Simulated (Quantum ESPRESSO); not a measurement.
**Zn under changes of volume**

One of the cells (15.451 Å³/atom); the others are scaled copies at fixed shape and fractional positions:

```
Zn
1.0
    -1.56904    1.56904    1.56904
     1.56904   -1.56904    1.56904
     1.56904    1.56904   -1.56904
Zn
1
Direct
  0.00000 0.00000 0.00000
```

This isn't the form of Zn at room conditions, which is hcp.

- Program: Quantum ESPRESSO 7.5
- Functional: LDA
- Potentials or basis: GBRV 1.5 LDA
- Cutoff: 762 eV
- Density cutoff: 6095 eV
- k mesh: 12 × 12 × 12
- Occupations: fermi-dirac, width 0.05 eV
- Spin: no spin polarisation

| volume (Å³/atom) | energy over the lowest point (meV/atom) | pressure (GPa) |
| --- | --- | --- |
| 14.524 | 0.00 | -5.0 |
| 14.833 | 10.44 | -6.2 |
| 15.142 | 23.08 | -7.4 |
| 15.451 | 37.84 | -8.3 |
| 15.760 | ? | ? |
| 16.069 | 72.26 | -9.8 |
| 16.378 | 91.47 | -10.4 |

Question: What does the run at 15.760 Å³/atom give?

Answer: Energy over the lowest point 54.30 meV/atom; pressure -9.1 GPa.

Worked out: A Birch-Murnaghan fit of order 3 (a polynomial in V^(-2/3)) to the other rows has no minimum within the range. It gives 54.30 meV/atom at 15.760 Å³/atom, against the run's 54.30, and -dE/dV = -8.9 GPa, against -9.1.

Energies are extrapolated to zero smearing.
